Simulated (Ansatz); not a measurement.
# Y on Nb(100): change of the work function, part 2 of 5

Aim: the work function of Nb(100) at several coverages of Y (top site), and the dipole that each adsorbate carries.

Ansatz 0.2.0; plane-wave DFT, PBE, Ansatz PAW.

So far, work function, upper face (eV): step 2 (the clean slab) 3.60.

### Step 3. The covered slab, coverage 0.25 ML

System of this step: YNb20 (Y/Nb(100)). The cell holds 21 atoms: 20 Nb and 1 Y. Its edges and angles: a = 6.600 Å, b = 6.600 Å, c = 28.154 Å, α = 90.0°, β = 90.0°, γ = 90.0°. Vacuum lies along c.

The clean slab as it ended is repeated in the plane and the adsorbate is set on one face; the cell's size fixes the coverage, and the k-mesh shrinks with it to keep the sampling density about even. Adsorbate and upper layers relax, since the dipole depends on the height.

File input.yaml:

```yaml
crystal:
  lattice:
    - [6.6, 0.0, 0.0]
    - [0.0, 6.6, 0.0]
    - [0.0, 0.0, 28.1541946091]
  atoms:
    - { symbol: Nb, position: [0.0, 0.0, 0.3196681747] }
    - { symbol: Nb, position: [0.25, 0.25, 0.3782740068] }
    - { symbol: Nb, position: [0.0, 0.0, 0.4368596788] }
    - { symbol: Nb, position: [0.25, 0.25, 0.4970622849] }
    - { symbol: Nb, position: [0.0, 0.0, 0.5483088692] }
    - { symbol: Nb, position: [0.0, 0.5, 0.3196681747] }
    - { symbol: Nb, position: [0.25, 0.75, 0.3782740068] }
    - { symbol: Nb, position: [0.0, 0.5, 0.4368596788] }
    - { symbol: Nb, position: [0.25, 0.75, 0.4970622849] }
    - { symbol: Nb, position: [0.0, 0.5, 0.5483088692] }
    - { symbol: Nb, position: [0.5, 0.0, 0.3196681747] }
    - { symbol: Nb, position: [0.75, 0.25, 0.3782740068] }
    - { symbol: Nb, position: [0.5, 0.0, 0.4368596788] }
    - { symbol: Nb, position: [0.75, 0.25, 0.4970622849] }
    - { symbol: Nb, position: [0.5, 0.0, 0.5483088692] }
    - { symbol: Nb, position: [0.5, 0.5, 0.3196681747] }
    - { symbol: Nb, position: [0.75, 0.75, 0.3782740068] }
    - { symbol: Nb, position: [0.5, 0.5, 0.4368596788] }
    - { symbol: Nb, position: [0.75, 0.75, 0.4970622849] }
    - { symbol: Nb, position: [0.5, 0.5, 0.5483088692] }
    - { symbol: "Y", position: [0.0, 0.0, 0.6803318253] }
kpoints:
  mp_grid: { grid: [5, 5, 1] }
hamiltonian:
  xc: pbe
scf:
  occupations: { method: fermi_dirac, width: 0.1 }
  convergence: { dr2_threshold: 1.0e-08 }
efield:
  axis: 3
  dipole_correction: true
  ramp_position: 0.97
  ramp_width: 0.06
relax:
  f_tol: 0.02
  max_steps: 60
  constraints: [{ sites: [0, 1, 5, 6, 10, 11, 15, 16] }]
output:
  bader: true
  dos: { projected: true, e_range: [-8, 4] }
  write_potential: true
  write_density: true
  volumetric_format: npy
  elf: true
```

The run is started by

```bash
> ansatz run input.yaml --threads 4 --pin off --max-ram 12288MiB --backend cpu --events-out ev --progress --plain --runs-dir out
```

Numbers of over 12 decimals in the logs are rounded to 6 here.

Output:

```text
[...]
Crystal: 21 atoms, lattice volume = 1226.397 Å³
Basis set: ecut = 420 eV, 23951 PW (Γ), exchange–correlation on 90×90×384 points (8 copies of the dense FFT grid, shifted against one another)
Bands: 163, of which v1, the nominal top of the filled ones, is band 136 counted from 1 (135 counted from 0)
Symmetry: 8 space group operations
[...]
k-points: 6 of 25
[...]
SCF iter   1: F=—  HF=-94879.188560 eV  |F-HF|=—  |Δ(HF+E_count)|=         —  Δρ=1.31e-2  dr2=4.17e1  ethr=1.77e-3  p=0.406 e·Å  D=5.99e-2 V/Å  ΔV_dip=-1.69 eV  dr2_dipole=2.67e1  V_vac-E_F(+/−)=2.42/4.11 eV  ⟨swp⟩=11.5  Hψ=4916  notcnv=0
[...]
SCF iter  12: F=-94878.646648 eV  HF=-94878.646648 eV  |F-HF|=1.86e-9  |Δ(HF+E_count)|=   1.99e-9  Δρ=2.14e-7  dr2=2.25e-9  ethr=3.69e-12  p=0.196 e·Å  D=2.90e-2 V/Å  ΔV_dip=-0.82 eV  dr2_dipole=6.20e-11  V_vac-E_F(+/−)=2.90/3.72 eV  ⟨swp⟩=9.5  Hψ=5959  notcnv=0
SCF 1 converged in 12 iterations: F = -94878.646648 eV  dr2 = 2.25e-9
[...]
relax step   1: F+E_penalty+E_count = -94878.64664834 eV  Δ(F+E_penalty+E_count) = +0.000e0 eV  max|allowed force component| = 1.280e0 eV/Å  Δτ_max = 0.0000 Å  (12 SCF iters, accepted)
[...]
SCF iter  10: F=-94878.887077 eV  HF=-94878.887077 eV  |F-HF|=8.59e-10  |Δ(HF+E_count)|=   7.44e-9  Δρ=4.29e-7  dr2=6.03e-9  ethr=3.69e-12  p=0.207 e·Å  D=3.05e-2 V/Å  ΔV_dip=-0.86 eV  dr2_dipole=8.48e-11  V_vac-E_F(+/−)=2.85/3.71 eV  ⟨swp⟩=9.0  Hψ=7457  notcnv=0
SCF 2 converged in 10 iterations: F = -94878.887077 eV  dr2 = 6.03e-9
[...]
relax step   2: F+E_penalty+E_count = -94878.88707740 eV  Δ(F+E_penalty+E_count) = -2.404e-1 eV  max|allowed force component| = 1.479e0 eV/Å  Δτ_max = 0.1947 Å  (10 SCF iters, accepted)
SCF iter   1: F=—  HF=-94879.303526 eV  |F-HF|=—  |Δ(HF+E_count)|=         —  Δρ=3.30e-3  dr2=1.37e0  ethr=9.57e-4  p=0.207 e·Å  D=3.05e-2 V/Å  ΔV_dip=-0.86 eV  dr2_dipole=3.66e-1  V_vac-E_F(+/−)=2.87/3.73 eV  ⟨swp⟩=3.8  Hψ=1824  notcnv=0
[...]
SCF iter  10: F=-94879.257837 eV  HF=-94879.257837 eV  |F-HF|=2.37e-9  |Δ(HF+E_count)|=   8.93e-9  Δρ=3.30e-7  dr2=3.65e-9  ethr=3.69e-12  p=0.218 e·Å  D=3.21e-2 V/Å  ΔV_dip=-0.90 eV  dr2_dipole=2.49e-10  V_vac-E_F(+/−)=2.81/3.71 eV  ⟨swp⟩=10.5  Hψ=6756  notcnv=0
SCF 3 converged in 10 iterations: F = -94879.257837 eV  dr2 = 3.65e-9
[...]
relax step   3: F+E_penalty+E_count = -94879.25783708 eV  Δ(F+E_penalty+E_count) = -3.708e-1 eV  max|allowed force component| = 1.570e0 eV/Å  Δτ_max = 0.1923 Å  (10 SCF iters, accepted)
[... from here on, the SCF cycles and remarks between the steps are left out ...]
relax step   4: F+E_penalty+E_count = -94879.60055111 eV  Δ(F+E_penalty+E_count) = -3.427e-1 eV  max|allowed force component| = 1.469e0 eV/Å  Δτ_max = 0.1913 Å  (10 SCF iters, accepted)
relax step   5: F+E_penalty+E_count = -94879.88374820 eV  Δ(F+E_penalty+E_count) = -2.832e-1 eV  max|allowed force component| = 9.553e-1 eV/Å  Δτ_max = 0.1972 Å  (10 SCF iters, accepted)
relax step   6: F+E_penalty+E_count = -94880.00505788 eV  Δ(F+E_penalty+E_count) = -1.213e-1 eV  max|allowed force component| = 4.981e-1 eV/Å  Δτ_max = 0.1946 Å  (10 SCF iters, accepted)
relax step   7: F+E_penalty+E_count = -94880.06668817 eV  Δ(F+E_penalty+E_count) = -6.163e-2 eV  max|allowed force component| = 2.325e-1 eV/Å  Δτ_max = 0.1948 Å  (10 SCF iters, accepted)
relax step   8: F+E_penalty+E_count = -94880.08292539 eV  Δ(F+E_penalty+E_count) = -1.624e-2 eV  max|allowed force component| = 1.122e-1 eV/Å  Δτ_max = 0.0506 Å  (9 SCF iters, accepted)
relax step   9: F+E_penalty+E_count = -94880.08238140 eV  Δ(F+E_penalty+E_count) = +5.440e-4 eV  max|allowed force component| = 1.744e-1 eV/Å  Δτ_max = 0.0394 Å  (9 SCF iters, rejected (line search))
relax step  10: F+E_penalty+E_count = -94880.08603693 eV  Δ(F+E_penalty+E_count) = -3.112e-3 eV  max|allowed force component| = 2.997e-2 eV/Å  Δτ_max = 0.0192 Å  (9 SCF iters, accepted)
SCF iter   1: F=—  HF=-94880.086621 eV  |F-HF|=—  |Δ(HF+E_count)|=         —  Δρ=3.99e-4  dr2=3.70e-3  ethr=7.29e-6  p=0.182 e·Å  D=2.68e-2 V/Å  ΔV_dip=-0.76 eV  dr2_dipole=1.62e-5  V_vac-E_F(+/−)=2.96/3.71 eV  ⟨swp⟩=2.0  Hψ=1632  notcnv=0
[...]
SCF iter   8: F=-94880.086404 eV  HF=-94880.086404 eV  |F-HF|=2.46e-9  |Δ(HF+E_count)|=   6.48e-9  Δρ=2.51e-7  dr2=1.81e-9  ethr=3.69e-12  p=0.182 e·Å  D=2.69e-2 V/Å  ΔV_dip=-0.76 eV  dr2_dipole=4.55e-11  V_vac-E_F(+/−)=2.96/3.71 eV  ⟨swp⟩=9.8  Hψ=6642  notcnv=0
SCF 11 converged in 8 iterations: F = -94880.086404 eV  dr2 = 1.81e-9
[...]
relax step  11: F+E_penalty+E_count = -94880.08640373 eV  Δ(F+E_penalty+E_count) = -3.668e-4 eV  max|allowed force component| = 7.431e-3 eV/Å  Δτ_max = 0.0128 Å  (8 SCF iters, accepted)
NSCF: frozen V_eff on 6 k-points
[...]
SCF converged after 8 iterations
Free energy (F): -94880.086404 eV
[...]
Internal energy: -94879.153377 eV  (E = F + TS)
E sigma→0 (E₀):  -94879.619890 eV
Entropy (-TS):   -0.933027 eV (-44.430 meV/atom)
Fermi energy:    3.408092 eV
Dipole field:    D = 0.026859 V/Å  (p = 0.182037 e·Å, saw-weighted, corrected)
Work function:   Φ+ = 2.9573 eV   Φ− = 3.7135 eV
[...]
--- Forces (eV/Å), atoms counted from 1 ---
  atom   1  Nb    -0.00000000     0.00000000     1.24562912
  atom   2  Nb    -0.01253304    -0.01253304    -1.22453067
  atom   3  Nb    -0.00000000     0.00000000    -0.00116340
  atom   4  Nb    -0.00266364    -0.00266364     0.00217842
  atom   5  Nb    -0.00000000     0.00000000    -0.00743080
  atom   6  Nb     0.00000000     0.00000000     1.21416350
  atom   7  Nb    -0.01253304     0.01253304    -1.22453067
  atom   8  Nb     0.00000000     0.00000000     0.00135620
  atom   9  Nb    -0.00266364     0.00266364     0.00217842
  atom  10  Nb    -0.00000000     0.00000000    -0.00147692
  atom  11  Nb    -0.00000000     0.00000000     1.21416350
  atom  12  Nb     0.01253304    -0.01253304    -1.22453067
  atom  13  Nb    -0.00000000     0.00000000     0.00135620
  atom  14  Nb     0.00266364    -0.00266364     0.00217842
  atom  15  Nb    -0.00000000     0.00000000    -0.00147692
  atom  16  Nb    -0.00000000     0.00000000     1.22536093
  atom  17  Nb     0.01253304     0.01253304    -1.22453067
  atom  18  Nb    -0.00000000     0.00000000     0.00542900
  atom  19  Nb     0.00266364     0.00266364     0.00217842
  atom  20  Nb     0.00000000     0.00000000    -0.00732626
  atom  21  Y      0.00000000     0.00000000     0.00081088
  max |Σ_I F_I| component: 1.40e-5 eV/Å
--- Band table (eV; the first three rows and the last of 6) ---
  k-point 0: bands = [... 132 lower, 3.5065, 3.5930, 3.5930, 3.7046, 3.7444, 3.7444, 3.8095, 3.8095, ... 23 higher]
  k-point 1: bands = [... 132 lower, 3.3509, 3.3806, 3.4557, 3.4869, 3.7511, 3.7967, 3.8344, 3.9251, ... 23 higher]
  k-point 2: bands = [... 132 lower, 3.3281, 3.3641, 3.3983, 3.4182, 3.5039, 3.5077, 3.5943, 3.6199, ... 23 higher]
  k-point 5: bands = [... 132 lower, 2.8116, 2.8712, 2.8773, 3.1410, 3.2251, 3.3021, 3.3668, 3.6388, ... 23 higher]
--- Relaxed structure (11 steps of the walk, 10 accepted, 0 SCFs on fresh bases) ---
  F+E_penalty+E_count = -94880.08640373 eV   max|allowed force component| = 7.431e-3 eV/Å
  atoms:
    - { symbol: Nb, position: [0.0, 0.0, 0.3196681747] }
    - { symbol: Nb, position: [0.25, 0.25, 0.3782740068] }
    - { symbol: Nb, position: [0, 0.0, 0.436018] }
    - { symbol: Nb, position: [0.252866, 0.252866, 0.496781] }
    - { symbol: Nb, position: [0, 0.0, 0.544668] }
    - { symbol: Nb, position: [0.0, 0.5, 0.3196681747] }
    - { symbol: Nb, position: [0.25, 0.750000, 0.3782740068] }
    - { symbol: Nb, position: [0, 0.5, 0.437038] }
    - { symbol: Nb, position: [0.252866, 0.747134, 0.496781] }
    - { symbol: Nb, position: [0, 0.5, 0.551577] }
    - { symbol: Nb, position: [0.5, 0.0, 0.3196681747] }
    - { symbol: Nb, position: [0.750000, 0.25, 0.3782740068] }
    - { symbol: Nb, position: [0.5, 0.0, 0.437038] }
    - { symbol: Nb, position: [0.747134, 0.252866, 0.496781] }
    - { symbol: Nb, position: [0.5, 0.0, 0.551577] }
    - { symbol: Nb, position: [0.5, 0.5, 0.3196681747] }
    - { symbol: Nb, position: [0.750000, 0.750000, 0.3782740068] }
    - { symbol: Nb, position: [0.5, 0.5, 0.437672] }
    - { symbol: Nb, position: [0.747134, 0.747134, 0.496781] }
    - { symbol: Nb, position: [0.5, 0.5, 0.548419] }
    - { symbol: Y, position: [0, 0.0, 0.636781] }
--- Bader charges: 21 sites ---
  site symbol  charge [e]  shift [e]
     0     Nb     -0.0892     0.0000
     1     Nb      0.0430     0.0000
     2     Nb      0.1085     0.0000
     3     Nb      0.0044     0.0000
     4     Nb     -0.5509     0.0001
     5     Nb     -0.0914     0.0000
     6     Nb      0.0430     0.0000
     7     Nb      0.1165     0.0000
     8     Nb      0.0044     0.0000
     9     Nb     -0.0905     0.0000
    10     Nb     -0.0914     0.0000
    11     Nb      0.0430     0.0000
    12     Nb      0.1165     0.0000
    13     Nb      0.0044     0.0000
    14     Nb     -0.0905     0.0000
    15     Nb     -0.0957     0.0000
    16     Nb      0.0430     0.0000
    17     Nb      0.1426     0.0000
    18     Nb      0.0044     0.0000
    19     Nb     -0.0900     0.0000
    20      Y      0.5159     0.0000
  estimated error of the sums over rays = 7.2e-4 e
```

Elapsed: 4.1 min, on 4 threads of Intel Xeon Gold 6455B (Sapphire Rapids), shared host; peak memory 4.3 GiB.

Relaxation path:

```csv
step,energy less that of the first step (eV),largest force component (eV/Å)
1,0.0000,1.2801
2,-0.2404,1.4793
3,-0.6112,1.5696
4,-0.9539,1.4689
5,-1.2371,0.9553
6,-1.3584,0.4981
7,-1.4200,0.2325
8,-1.4363,0.1122
9,-1.4357,0.1744
10,-1.4394,0.0300
11,-1.4398,0.0074
```

Relaxation step 9 was tried and not accepted.

The run keeps the 8 symmetry operations that it works with, so distortions that break them were not tested.

The atoms that moved most (Å):

```csv
atom,dx,dy,dz,length
Y21,0.000,0.000,-1.226,1.226
Nb5,0.000,0.000,-0.102,0.102
Nb10,0.000,0.000,0.092,0.092
Nb15,0.000,0.000,0.092,0.092
Nb19,-0.019,-0.019,-0.008,0.028
Nb9,0.019,-0.019,-0.008,0.028
Nb14,-0.019,0.019,-0.008,0.028
Nb4,0.019,0.019,-0.008,0.028
```

The relaxed structure:

```xyz
21
Lattice="6.6000 0.0000 0.0000 0.0000 6.6000 0.0000 0.0000 0.0000 28.1542" Properties=species:S:1:pos:R:3
Nb    0.0000    0.0000    9.0000
Nb    1.6500    1.6500   10.6500
Nb    0.0000    0.0000   12.2757
Nb    1.6689    1.6689   13.9865
Nb    0.0000    0.0000   15.3347
Nb    0.0000    3.3000    9.0000
Nb    1.6500    4.9500   10.6500
Nb    0.0000    3.3000   12.3044
Nb    1.6689    4.9311   13.9865
Nb    0.0000    3.3000   15.5292
Nb    3.3000    0.0000    9.0000
Nb    4.9500    1.6500   10.6500
Nb    3.3000    0.0000   12.3044
Nb    4.9311    1.6689   13.9865
Nb    3.3000    0.0000   15.5292
Nb    3.3000    3.3000    9.0000
Nb    4.9500    4.9500   10.6500
Nb    3.3000    3.3000   12.3223
Nb    4.9311    4.9311   13.9865
Nb    3.3000    3.3000   15.4403
Y     0.0000    0.0000   17.9281
```

This step gave:

| Quantity | Value |
| --- | --- |
| energy at zero smearing | -94879.6199 eV |
| work function, upper face | 2.957 eV |
| work function, lower face | 3.713 eV |
| dipole along the normal | 0.1820 e·Å |
| step between the vacuum levels | -0.7562 eV |

Running mean over 1.65 Å of the planar mean; the ramp of the sawtooth is left out. Electron's electrostatic potential energy less the Fermi level against z:

```csv
z (Å),electron's electrostatic potential energy less the Fermi level (eV)
3.5,3.71
4.0,3.71
4.5,3.71
5.0,3.70
5.5,3.67
6.0,3.60
6.5,3.40
7.0,2.84
7.5,1.22
8.0,-2.84
8.5,-7.88
9.0,-10.6
9.5,-11.1
10.0,-11.0
10.5,-10.9
11.0,-11.0
11.5,-11.0
12.0,-11.0
12.5,-10.9
13.0,-10.7
13.5,-10.9
14.0,-11.6
14.5,-12.7
15.0,-12.5
15.5,-10.8
16.0,-7.37
16.5,-2.71
17.0,-0.175
17.5,-0.256
18.0,-0.569
18.5,0.0295
19.0,1.21
19.5,2.19
20.0,2.64
20.5,2.83
21.0,2.91
21.5,2.94
22.0,2.95
22.5,2.95
23.0,2.96
23.5,2.96
24.0,2.96
24.5,2.96
25.0,2.96
```

The density of states has structure finer than the step of the table below, so its rows give means over 0.25 eV, whole bins alone (the curve runs from -8 to 1.62 eV). Peaks (eV: height): -2.260: 48.4, -2.170: 62.5, -1.980: 52.7, -1.440: 57.2, -1.290: 50.4, -1.080: 53.5, 1.470: 45.8.

The density of states by energy, zero at the Fermi level; means over each step:

```csv
energy (eV),density of states (states/eV a cell)
-5.75,0
-5.50,0.489
-5.25,1.42
-5.00,1.40
-4.75,2.54
-4.50,1.16
-4.25,2.68
-4.00,5.06
-3.75,5.02
-3.50,15.0
-3.25,20.0
-3.00,24.9
-2.75,29.0
-2.50,20.6
-2.25,31.7
-2.00,26.1
-1.75,23.0
-1.50,32.7
-1.25,35.8
-1.00,34.8
-0.75,24.0
-0.50,30.4
-0.25,30.6
0.00,26.1
0.25,26.9
0.50,31.4
0.75,30.1
1.00,20.9
1.25,18.2
```

Projected DOS per atom over height of the atomic layer and energy from the Fermi level. Layers: Nb4 Nb4 Nb4 Nb4 Nb4 Y from below.

Ten even steps from '0' (0.00 states/eV) to '9' (4.44 states/eV), each cell a mean:
```
211029
311137
511148
421234
422233
322232
433343
232320
332330
222220
233320
012210
000000
000000
000000
000000
000000
000000
000000
000000
000000
000000
```
Columns: height of the atomic layer (Å) from 9 to 17.9 (not evenly spaced); rows upwards: energy from the Fermi level (eV) from -7.96 to 1.54.

Valence density in the ca plane at fractional y = 0.000, with atoms of Nb and Y within 0.2 Å of it. It is the smooth field of the valence electrons, not physical close to the nuclei.

Ten even steps from '0' (0.0 e/Å³) to '9' (5.0 e/Å³), each cell a mean:
```
99830000389830002799510147751000000000000000
45310000145310001354200024420000000000000000
11100000011000000011000000100000000000000000
00000000000000000000000000000000000000000000
00000000000000000000000000000000000000000000
00000000000000000000000000000000000000000000
23200000123210000123200000000000000000000000
78620000268720000378620000000000000000000000
99930000499940001499930000000000000000000000
99830000389830000489830000000000000000000000
45310000145410000145410000000000000000000000
01000000001000000011000000000000000000000000
00000000000000000000000000000000000000000000
00000000000000000000000000000000000000000000
00000000000000000000000000000000000000000000
23200000123200000122100012210000000000000000
78620000278620001587410136631000000000000000
99930001499930002899610157751000000000000000
```
Columns run along c (16.0 Å, from fractional 0.31 to 0.88 of the cell), rows up along a (6.6 Å). Atoms in or near the plane, at fractional coordinates: Nb at (0.32, 0.00), Nb at (0.44, 0.00), Nb at (0.54, 0.00), Nb at (0.32, 0.50), Nb at (0.44, 0.50), Nb at (0.55, 0.50), Y at (0.64, 0.00).

Electrostatic potential energy in the ca plane at fractional y = 0.000, with atoms of Nb and Y within 0.2 Å of it. With pseudopotentials it is smooth inside the atoms' cores, unlike the true potential.

Values in eV, 10 rows by 16 columns, each cell a mean:
```
-59 -11   0 -51 -28   0 -48 -32 -15 -49 -11   5   6   6   7   7
 -8   2   4  -6  -1   4  -5  -2   0 -11   0   5   6   7   7   7
  3   5   5   4   4   5   4   4   5   3   4   6   6   7   7   7
-20   0   4 -16  -7   5 -11 -14   4   6   6   6   7   7   7   7
-69 -16  -1 -59 -37   3 -46 -53   1   6   7   7   7   7   7   7
-59 -11   1 -50 -30   3 -37 -44   2   6   7   7   7   7   7   7
 -8   2   4  -5  -1   5  -3  -4   5   6   6   6   6   7   7   7
  3   5   5   4   4   5   4   4   5   1   4   6   6   7   7   7
-21   0   3 -17  -7   3 -15  -9  -3 -22  -3   5   6   7   7   7
-69 -16  -2 -61 -35  -1 -57 -40 -20 -55 -15   4   6   6   7   7
```
Columns run along c (16.0 Å, from fractional 0.31 to 0.88 of the cell; values clipped at the 3rd and 97th percentile), rows up along a (6.6 Å). Atoms in or near the plane, at fractional coordinates: Nb at (0.32, 0.00), Nb at (0.44, 0.00), Nb at (0.54, 0.00), Nb at (0.32, 0.50), Nb at (0.44, 0.50), Nb at (0.55, 0.50), Y at (0.64, 0.00).

ELF in the ca plane at fractional y = 0.000, with atoms of Nb and Y within 0.2 Å of it. It is the smooth field of the valence electrons, not physical close to the nuclei.

Ten even steps from '0' (0.00) to '9' (0.84), each cell a mean:
```
86863432785862335867842598897224676532100000
88743552478733443687533379995235776532000000
33335554333224553333234335542246776421000000
23455445532345555532245411011256664310000000
34565445543455456654335531112355543100000000
12345555321234555432112343222333321000000000
66534653356533553356521233322211100000000000
88853542587852443688862122221100000000000000
63763432772772343863783122211000000000000000
75863432685862343775872122221100000000000000
88743552478742553478741123322110000000000000
33335554323224554333211344322322110000000000
23465445532345456643224442112345432100000000
34565445543455456653345421001356654210000000
22345555322234554322235322221246765421000000
56534653356533543465433358873235776531000000
88853542688852434888732499996225676532100000
63773432772762335834842697697324676542100000
```
Columns run along c (16.0 Å, from fractional 0.31 to 0.88 of the cell), rows up along a (6.6 Å). Atoms in or near the plane, at fractional coordinates: Nb at (0.32, 0.00), Nb at (0.44, 0.00), Nb at (0.54, 0.00), Nb at (0.32, 0.50), Nb at (0.44, 0.50), Nb at (0.55, 0.50), Y at (0.64, 0.00).

The relaxation took 11 steps and lowered the energy by 1.4 eV; the largest force on the free atoms ends at 0.0074 eV/Å.

By hand: a sheet of dipoles makes a step −p/(ε₀A) in the electron's potential. With e/ε₀ = 180.95 V·Å, p = 0.1820 e·Å and A = 43.56 Å², that is −180.95 × (0.1820) / 43.56 = -0.756 eV, and the two vacuum levels of the run differ by -0.756 eV.

The covered face has 2.96 eV, -0.64 eV against the clean one; the bare back face has moved by -0.01 eV, a measure of how thin the slab is.

(Part 2 of 5 ends here.)

[Logs are printed without paths, hosts, clocks, repeated set-up lines and the standing remarks that a program may print on its own settings, such as how far it seeks lower states.]

[Hosts, paths, dates, database ids (printed as entryN), source tags and the programs' standing remarks are cut or masked in the printed files.]

[Maps of the electrostatic potential energy from Ansatz leave out the sawtooth potential of an applied field or a dipole correction, so their vacuum need not be flat; planar profiles and work functions include it.]

[The density of states shown here was stored with 400 of the rows of the run's finer table, so its peaks can read low, often by over a quarter, or be missed, and its means over a window can be off by a tenth or more.]
